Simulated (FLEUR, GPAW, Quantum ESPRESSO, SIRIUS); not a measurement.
One calculation of W, 4 ways

```xyz
1
Lattice="-1.5823 1.5823 1.5823 1.5823 -1.5823 1.5823 1.5823 1.5823 -1.5823" Properties=species:S:1:pos:R:3 pbc="T T T"
W     0.0000    0.0000    0.0000
```

Alike in all runs: task equation of state; functional AM05; k mesh 12 × 12 × 12; occupations fermi-dirac, width 0.05 eV; no spin polarisation; no spin-orbit coupling.

```csv
program and potentials,plane-wave cutoff (eV),notes,equilibrium volume (Å³/atom),bulk modulus (GPa)
"SIRIUS, all-electron FP-LAPW, apw+lo standard",-,-,15.61,318.0
"GPAW, PAW data sets generated for this functional",600,-,15.61,321.3
"FLEUR, all-electron, FLAPW",-,-,?,?
"Quantum ESPRESSO, PseudoDojo 0.4.1 SR PBE standard",1007,potentials made for PBE,15.68,318.5
```

Task: Estimate from the other rows what the run with FLEUR, all-electron, FLAPW gave.

Result: Equilibrium volume 15.62 Å³/atom; bulk modulus 318.1 GPa. The other rows, which needn't bracket it: equilibrium volume 15.61 to 15.68; bulk modulus 318.0 to 321.3.
